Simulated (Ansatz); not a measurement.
# Cu (P6_3/mmc) in Ansatz: reference runs

Aim: a first look at Cu with PBE, on the cell as given and on a disturbed one.

Program: Ansatz 0.2.0. These are calculated values, not measurements. Logs are shortened: lines on timing, memory, paths and dates and some standing lists are left out, and cuts for length are marked.

**1. The crystal as given**

The structure is hexagonal, space group P6_3/mmc (No. 194). Conventional cell: a = 2.531 Å, b = 2.531 Å, c = 8.262 Å, α = 90.00°, β = 90.00°, γ = 120.00°. Cu (site symmetry -6m2) has 12 Cu at 2.53 Å as nearest neighbours. Around Cu (site symmetry -3m) lie 12 Cu at 2.53 Å.

This isn't the form of Cu at room conditions, which is fcc.

**2. Single point, PBE**

The input, input.yaml:

```yaml
crystal:
  lattice:
    - [2.5307640267, 0.0, 0.0]
    - [-1.2653820134, 2.1917059381, 0.0]
    - [0.0, 0.0, 8.26181508]
  atoms:
    - { symbol: Cu, position: [0.6666666667, 0.3333333333, 0.75] }
    - { symbol: Cu, position: [0.0, 0.0, 0.5] }
    - { symbol: Cu, position: [0.3333333333, 0.6666666667, 0.25] }
    - { symbol: Cu, position: [0.0, 0.0, 0.0] }
hamiltonian:
  xc: pbe
  pseudopotentials: { kind: paw }
kpoints:
  mp_grid: { grid: [12, 12, 4] }
scf:
  occupations: { method: fermi_dirac, width: 0.05 }
output:
  forces: true
  stress: true
  eigenvalues: true
  write_density: true
  write_potential: true
  elf: true
  volumetric_format: npy
```

Potentials or basis: Ansatz PAW.

Run with:

```bash
$ ansatz run input.yaml --threads 2 --pin off --max-ram 5120MiB --backend cpu --events-out ev --progress --plain --runs-dir out
```

What it wrote:

```text
Warning: RAYON_NUM_THREADS=2 ignored (pool sized by the plan → 2); use --threads N
Engine: ansatz 0.2.0, aarch64-unknown-linux-gnu
Pseudopotentials: kind: paw
Pseudopotential: Cu, paw, valence charge 19, recommended cutoff 420 eV (normal), Cu.paw.azcp
Functional definition: PBE
  parameter kappa = 0.804
  parameter beta = 0.06672455060314922
  exchange = pbe_x(kappa = kappa, mu = beta*pi^2/3)
  correlation = pbe_c(beta = beta)
Crystal: 4 atoms, lattice volume = 45.826 Å³
Basis set: ecut = 420 eV, 909 PW (Γ), exchange–correlation on 36×36×120 points (8 copies of the dense FFT grid, shifted against one another)
Bands: 46, of which v1, the nominal top of the filled ones, is band 38 counted from 1 (37 counted from 0)
Symmetry: 24 space group operations
Space group: P63/mmc (ITA 194), of the structure as read, at distance tolerance 3.6e-5 Å
k-points: 57 of 576
Non-local potential: Cu, projectors of the file, l = 0: 3, l = 1: 2, l = 2: 3, l = 3: 1
PAW form: soft (Blöchl's): semilocal exchange-correlation on the pseudo side does not see the compensation charge
PAW one-centre angular grid: Cu, 590 points (default); XC on 64 Gauss nodes
Initial density: superposition of atomic densities (neutral atoms: chi_scale 0, normalization atom), corrected by the library's trained network
Initial wavefunctions: pseudopotential atomic-orbital guess
Functional: x = pbe(κ = 0.804, μ = 0.2195149727645171), c = pbe(β = 0.06672455060314922)
SCF iter   1: F=—  HF=-26500.633372 eV  |F-HF|=—  |Δ(HF+E_count)|=         —  Δρ=1.81e-3  dr2=1.36e-3  ethr=1.77e-3  ⟨swp⟩=5.5  Hψ=8419  notcnv=0  defer=65
preconditioner: auto → Kerker (q_TF=auto, 2.968 Å⁻¹)  [metal: Δε(μ)=0.125 eV  Ē_g=11.115 eV  σ=0.050 eV  W_gap=0.50  n_scr=24 (ndim 8)  ℏωp=36.4 eV  f_vac=0.000  D(μ)=1.66/eV (n_scr^D=6)]
SCF iter   2: F=—  HF=-26500.633756 eV  |F-HF|=—  |Δ(HF+E_count)|=   3.84e-4  Δρ=8.65e-4  dr2=4.01e-4  ethr=1.79e-6  ⟨swp⟩=2.2  Hψ=4797  notcnv=0  defer=81
SCF iter   3: F=—  HF=-26500.633792 eV  |F-HF|=—  |Δ(HF+E_count)|=   3.55e-5  Δρ=5.67e-4  dr2=2.00e-4  ethr=5.28e-7  ⟨swp⟩=2.5  Hψ=3793  notcnv=0  defer=81
SCF iter   4: F=—  HF=-26500.633765 eV  |F-HF|=—  |Δ(HF+E_count)|=   2.66e-5  Δρ=1.19e-4  dr2=1.53e-5  ethr=2.63e-7  ⟨swp⟩=1.6  Hψ=2727  notcnv=0  defer=81
SCF iter   5: F=—  HF=-26500.633790 eV  |F-HF|=—  |Δ(HF+E_count)|=   2.51e-5  Δρ=9.40e-5  dr2=2.85e-6  ethr=2.01e-8  ⟨swp⟩=2.1  Hψ=3620  notcnv=0  defer=81
SCF iter   6: F=—  HF=-26500.633789 eV  |F-HF|=—  |Δ(HF+E_count)|=   8.08e-7  Δρ=3.71e-5  dr2=3.62e-7  ethr=3.74e-9  ⟨swp⟩=2.1  Hψ=3770  notcnv=0  defer=81
SCF iter   7: F=-26500.633789 eV  HF=-26500.633789 eV  |F-HF|=2.22e-8  |Δ(HF+E_count)|=   2.14e-8  Δρ=7.44e-6  dr2=3.90e-8  ethr=1.32e-10  ⟨swp⟩=11.0  Hψ=17856  notcnv=0
SCF 1 converged in 7 iterations: F = -26500.633789 eV  dr2 = 3.90e-8
SCF converged after 7 iterations
Free energy (F): -26500.633789 eV
Harris-Foulkes:  -26500.633789 eV  (|F-HF|=2.22e-8)
Internal energy: -26500.620665 eV  (E = F + TS)
E sigma→0 (E₀):  -26500.627227 eV
Entropy (-TS):   -0.013124 eV (-3.281 meV/atom)
Fermi energy:    17.358661 eV
--- Per-component energies (eV) ---
  E_band       = -1392.967880
  E_kinetic    = 1201.475808
  E_local      = -15976.987647  (includes V_loc(G=0)·N_el)
  E_nonlocal   = 1557.637738
  E_hartree    = 7046.328752
  E_xc         = -359.490970
  E_vxc        = -464.012105  (∫ρ·V_xc dr)
  E_paw        = -6649.607638  (= ΣΔE_a)
  E_vpaw       = -1803.744339  (= ΣTr[D̂ρ^β])
  E_aug_tail   = 0.001115  (compensation charges beyond the density's cutoff)
  E_ewald      = -13319.977822
  E_smearing   = -0.013124  (= −TS)
  E_closure    = -0.000000  (closes the sum)
  Σ components = -26500.633789   (vs F -26500.633789, Δ=0.00e0)
--- Forces (eV/Å), atoms counted from 1 ---
  atom   1  Cu    -0.00000000    -0.00000000     0.00000000
  atom   2  Cu     0.00000000     0.00000000     0.00000000
  atom   3  Cu     0.00000000     0.00000000     0.00000000
  atom   4  Cu     0.00000000    -0.00000000     0.00000000
  max |Σ_I F_I| component: 2.31e-18 eV/Å
--- Stress (GPa, compression-positive) ---
        7.009293       0.000000       0.000000
        0.000000       7.009293       0.000000
        0.000000       0.000000       6.533643
  P = ⅓ Tr σ = 6.8507 GPa (68.507 kbar)
--- Band table (eV; the first three rows and the last of 57) ---
  k-point 0: bands = ["-95.2192", "-95.2163", "-95.1973", "-95.1945", "-52.6430", "-52.5898", "-52.5743", "-52.5406", "-52.5406", "-52.5372", "-52.5372", "-52.5208", "-52.5164", "-52.5164", "-52.5129", "-52.5129", "7.7872", "9.9502", "9.9650", "12.1691", "14.0664", "14.0686", "14.3140", "14.3140", "14.3166", "14.3166", "14.3353", "14.5178", "14.5178", "14.5387", "14.5387", "15.0432", "15.0432", "15.3064", "15.3064", "15.4704", "15.4704", "15.7743", "15.7743", "16.2954", "21.3493", "30.1159", "30.1170", "38.8556", "39.5626", "39.6156"]
  k-point 1: bands = ["-95.2188", "-95.2168", "-95.1969", "-95.1948", "-52.6384", "-52.6065", "-52.5576", "-52.5402", "-52.5402", "-52.5378", "-52.5378", "-52.5253", "-52.5158", "-52.5158", "-52.5134", "-52.5134", "7.9330", "9.0570", "10.9326", "12.0779", "14.1219", "14.1892", "14.3045", "14.3338", "14.3338", "14.3394", "14.3394", "14.4852", "14.4852", "14.5051", "14.5051", "15.0841", "15.0841", "15.2583", "15.2583", "15.5356", "15.5356", "15.6823", "15.7400", "15.7400", "22.3318", "27.1594", "33.2756", "38.9395", "39.2421", "39.7279"]
  k-point 2: bands = ["-95.2178", "-95.2178", "-95.1958", "-95.1958", "-52.6255", "-52.6255", "-52.5390", "-52.5390", "-52.5390", "-52.5390", "-52.5384", "-52.5384", "-52.5145", "-52.5145", "-52.5145", "-52.5145", "8.3639", "8.3639", "11.7070", "11.7070", "14.2224", "14.2224", "14.3711", "14.3711", "14.3711", "14.3711", "14.4496", "14.4496", "14.4496", "14.4496", "14.7193", "14.7193", "15.1712", "15.1712", "15.1712", "15.1712", "15.6488", "15.6488", "15.6488", "15.6488", "24.4945", "24.4945", "36.5492", "36.5492", "39.1780", "39.1780"]
  k-point 56: bands = ["-95.2045", "-95.2045", "-95.1855", "-95.1855", "-52.6167", "-52.6167", "-52.6033", "-52.6033", "-52.6018", "-52.6018", "-52.5782", "-52.5782", "-52.5549", "-52.5549", "-52.5495", "-52.5495", "13.2273", "13.2273", "13.3233", "13.3233", "13.3842", "13.3842", "13.5097", "13.5097", "14.0924", "14.0924", "14.1248", "14.1248", "14.9012", "14.9012", "15.2164", "15.2164", "15.6705", "15.6705", "15.7678", "15.7678", "20.8388", "20.8388", "21.1542", "21.1542", "21.6251", "21.6251", "24.7524", "24.7524", "25.9809", "25.9809"]
```

It took 3.5 s on 2 threads of Arm Neoverse V2, shared host; peak memory 0.38 GiB.

What came out:

```yaml
Free_energy: -26500.6338 eV
Pressure: 6.9 GPa
Band_gap_on_the_k_mesh: none (metal or under the smearing width)
```

Levels at points of the mesh, in eV from the Fermi level:
| k point | band 34 | band 35 | band 36 | band 37 | band 38 | band 39 | band 40 | band 41 | band 42 | band 43 |
| --- | --- | --- | --- | --- | --- | --- | --- | --- | --- | --- |
| (0.00, 0.00, 0.00) | -2.05 | -2.05 | -1.89 | -1.89 | -1.58 | -1.58 | -1.06 | 3.99 | 12.76 | 12.76 |
| (0.00, 0.00, -0.50) | -2.19 | -2.19 | -2.19 | -1.71 | -1.71 | -1.71 | -1.71 | 7.14 | 7.14 | 19.19 |
| (0.00, -0.50, 0.00) | -1.45 | -1.44 | -1.42 | -0.63 | 0.40 | 1.06 | 1.63 | 4.80 | 4.82 | 8.70 |
| (0.00, -0.50, -0.50) | -1.53 | -1.45 | -1.45 | 0.10 | 0.10 | 1.43 | 1.43 | 5.29 | 5.29 | 7.17 |

**3. Single point, PBE (atoms moved at random, drawn with an rms of 0.05 Å)**

The input, input.yaml:

```yaml
crystal:
  lattice:
    - [2.5307640267, 0.0, 0.0]
    - [-1.2653820134, 2.1917059381, 0.0]
    - [0.0, 0.0, 8.26181508]
  atoms:
    - { symbol: Cu, position: [0.657425, 0.335402, 0.752234] }
    - { symbol: Cu, position: [0.014158, 0.017133, 0.504896] }
    - { symbol: Cu, position: [0.304836, 0.648069, 0.244955] }
    - { symbol: Cu, position: [0.006785, 0.016305, 0.004727] }
hamiltonian:
  xc: pbe
  pseudopotentials: { kind: paw }
kpoints:
  mp_grid: { grid: [12, 12, 4] }
scf:
  occupations: { method: fermi_dirac, width: 0.05 }
output:
  forces: true
  stress: true
  eigenvalues: true
```

Potentials or basis: Ansatz PAW.

Run with:

```bash
$ ansatz run input.yaml --threads 2 --pin off --max-ram 5120MiB --backend cpu --events-out ev --progress --plain --runs-dir out
```

What it wrote:

```text
Warning: RAYON_NUM_THREADS=2 ignored (pool sized by the plan → 2); use --threads N
[... 8 set-up lines as earlier in the session ...]
Crystal: 4 atoms, lattice volume = 45.826 Å³
Basis set: ecut = 420 eV, 909 PW (Γ), exchange–correlation on 36×36×120 points (8 copies of the dense FFT grid, shifted against one another)
Bands: 46, of which v1, the nominal top of the filled ones, is band 38 counted from 1 (37 counted from 0)
Symmetry: 1 space group operations
Space group: P1 (ITA 1), of the structure as read, at distance tolerance 3.6e-5 Å
k-points: 292 of 576 (time reversal used)
[... 6 set-up lines as earlier in the session ...]
SCF iter   1: F=—  HF=-26500.594557 eV  |F-HF|=—  |Δ(HF+E_count)|=         —  Δρ=1.83e-3  dr2=1.33e-3  ethr=1.77e-3  ⟨swp⟩=5.4  Hψ=42586  notcnv=0  defer=391
preconditioner: auto → Kerker (q_TF=auto, 2.968 Å⁻¹)  [metal: Δε(μ)=0.006 eV  Ē_g=11.103 eV  σ=0.050 eV  W_gap=0.03  n_scr=24 (ndim 8)  ℏωp=36.4 eV  f_vac=0.000  D(μ)=1.58/eV (n_scr^D=6)]
SCF iter   2: F=—  HF=-26500.594983 eV  |F-HF|=—  |Δ(HF+E_count)|=   4.26e-4  Δρ=8.78e-4  dr2=3.96e-4  ethr=1.75e-6  ⟨swp⟩=2.2  Hψ=23970  notcnv=0  defer=447
SCF iter   3: F=—  HF=-26500.595024 eV  |F-HF|=—  |Δ(HF+E_count)|=   4.04e-5  Δρ=5.57e-4  dr2=1.90e-4  ethr=5.21e-7  ⟨swp⟩=2.7  Hψ=21121  notcnv=0  defer=447
SCF iter   4: F=—  HF=-26500.594997 eV  |F-HF|=—  |Δ(HF+E_count)|=   2.62e-5  Δρ=1.18e-4  dr2=1.67e-5  ethr=2.50e-7  ⟨swp⟩=1.5  Hψ=13985  notcnv=0  defer=447
SCF iter   5: F=—  HF=-26500.594997 eV  |F-HF|=—  |Δ(HF+E_count)|=   8.86e-7  Δρ=8.75e-5  dr2=2.71e-6  ethr=2.19e-8  ⟨swp⟩=2.2  Hψ=18305  notcnv=0  defer=447
SCF iter   6: F=—  HF=-26500.594996 eV  |F-HF|=—  |Δ(HF+E_count)|=   6.84e-7  Δρ=3.71e-5  dr2=3.87e-7  ethr=3.56e-9  ⟨swp⟩=2.0  Hψ=18942  notcnv=0  defer=447
SCF iter   7: F=-26500.594996 eV  HF=-26500.594996 eV  |F-HF|=2.30e-8  |Δ(HF+E_count)|=   4.57e-8  Δρ=7.75e-6  dr2=4.12e-8  ethr=1.32e-10  ⟨swp⟩=7.5  Hψ=60184  notcnv=0
SCF 1 converged in 7 iterations: F = -26500.594996 eV  dr2 = 4.12e-8
SCF converged after 7 iterations
Free energy (F): -26500.594996 eV
Harris-Foulkes:  -26500.594996 eV  (|F-HF|=2.30e-8)
Internal energy: -26500.582345 eV  (E = F + TS)
E sigma→0 (E₀):  -26500.588670 eV
Entropy (-TS):   -0.012651 eV (-3.163 meV/atom)
Fermi energy:    17.360385 eV
--- Per-component energies (eV) ---
  E_band       = -1393.200339
  E_kinetic    = 1201.600318
  E_local      = -16001.774747  (includes V_loc(G=0)·N_el)
  E_nonlocal   = 1557.719094
  E_hartree    = 7058.554988
  E_xc         = -359.532028
  E_vxc        = -464.068034  (∫ρ·V_xc dr)
  E_paw        = -6649.638881  (= ΣΔE_a)
  E_vpaw       = -1803.794420  (= ΣTr[D̂ρ^β])
  E_aug_tail   = 0.001080  (compensation charges beyond the density's cutoff)
  E_ewald      = -13307.512170
  E_smearing   = -0.012651  (= −TS)
  E_closure    = -0.000000  (closes the sum)
  Σ components = -26500.594996   (vs F -26500.594996, Δ=0.00e0)
--- Forces (eV/Å), atoms counted from 1 ---
  atom   1  Cu     0.05041676     0.04375925     0.17378441
  atom   2  Cu    -0.06228622    -0.06895099    -0.38935709
  atom   3  Cu     0.06301839     0.13221184     0.71217539
  atom   4  Cu    -0.05116478    -0.10703944    -0.49659711
  max |Σ_I F_I| component: 1.93e-5 eV/Å
--- Stress (GPa, compression-positive) ---
        6.937246      -0.167814       0.197253
       -0.167814       7.599150       0.316149
        0.197253       0.316149       7.413593
  P = ⅓ Tr σ = 7.3167 GPa (73.167 kbar)
--- Band table (eV; the first three rows and the last of 292) ---
  k-point 0: bands = ["-95.2442", "-95.2025", "-95.1999", "-95.1903", "-52.6608", "-52.5902", "-52.5724", "-52.5643", "-52.5587", "-52.5272", "-52.5243", "-52.5196", "-52.5182", "-52.5154", "-52.5113", "-52.5106", "7.7819", "9.8467", "10.0694", "12.1618", "13.9739", "14.1396", "14.2943", "14.2992", "14.3017", "14.3161", "14.3373", "14.4998", "14.5045", "14.5504", "14.5585", "15.0059", "15.0527", "15.3086", "15.3170", "15.4726", "15.4872", "15.7547", "15.7951", "16.3101", "21.3340", "29.7939", "30.4433", "38.8439", "39.5276", "39.5771"]
  k-point 1: bands = ["-95.2442", "-95.2028", "-95.1994", "-95.1903", "-52.6588", "-52.6020", "-52.5647", "-52.5596", "-52.5578", "-52.5274", "-52.5245", "-52.5218", "-52.5193", "-52.5150", "-52.5115", "-52.5107", "7.9262", "9.0536", "10.9369", "12.0716", "14.0573", "14.2255", "14.2818", "14.3089", "14.3163", "14.3437", "14.3518", "14.4653", "14.4726", "14.5209", "14.5305", "15.0448", "15.0895", "15.2590", "15.2827", "15.5311", "15.5376", "15.6961", "15.7297", "15.7646", "22.3167", "27.1461", "33.2933", "38.9197", "39.2393", "39.6494"]
  k-point 2: bands = ["-95.2442", "-95.2031", "-95.1991", "-95.1904", "-52.6564", "-52.6098", "-52.5645", "-52.5588", "-52.5474", "-52.5286", "-52.5267", "-52.5245", "-52.5190", "-52.5146", "-52.5118", "-52.5108", "8.2959", "8.4243", "11.7005", "11.7082", "14.1774", "14.2194", "14.3289", "14.3316", "14.3938", "14.3956", "14.4053", "14.4154", "14.4789", "14.4864", "14.7017", "14.7754", "15.1008", "15.1410", "15.2034", "15.2380", "15.5876", "15.6141", "15.6883", "15.7114", "24.3351", "24.6327", "36.3911", "36.7391", "39.0918", "39.2006"]
  k-point 291: bands = ["-95.2327", "-95.1916", "-95.1878", "-95.1826", "-52.6611", "-52.6425", "-52.6211", "-52.6148", "-52.5881", "-52.5858", "-52.5626", "-52.5553", "-52.5496", "-52.5395", "-52.5355", "-52.5318", "12.3545", "12.4457", "12.5186", "12.6152", "12.9892", "13.0781", "13.9768", "14.0269", "14.4455", "14.5457", "14.8628", "14.8895", "15.1000", "15.1643", "15.5635", "15.6026", "15.8070", "15.8409", "15.9095", "15.9111", "17.4244", "17.4832", "18.7704", "18.8147", "22.5981", "22.7023", "24.5147", "24.5382", "30.4341", "30.4664"]
```

Run time: 21 s. Hardware: 2 threads of Arm Neoverse V2, shared host; peak memory 0.64 GiB.

Results:

```yaml
Free_energy: -26500.5950 eV
Pressure: 7.3 GPa
Largest_force: 0.727 eV/Å
Band_gap_on_the_k_mesh: none (metal or under the smearing width)
```

Forces in eV/Å, atoms in the order of the input:
```
Cu   0.050  0.044  0.174
Cu  -0.062 -0.069 -0.389
Cu   0.063  0.132  0.712
Cu  -0.051 -0.107 -0.497
```
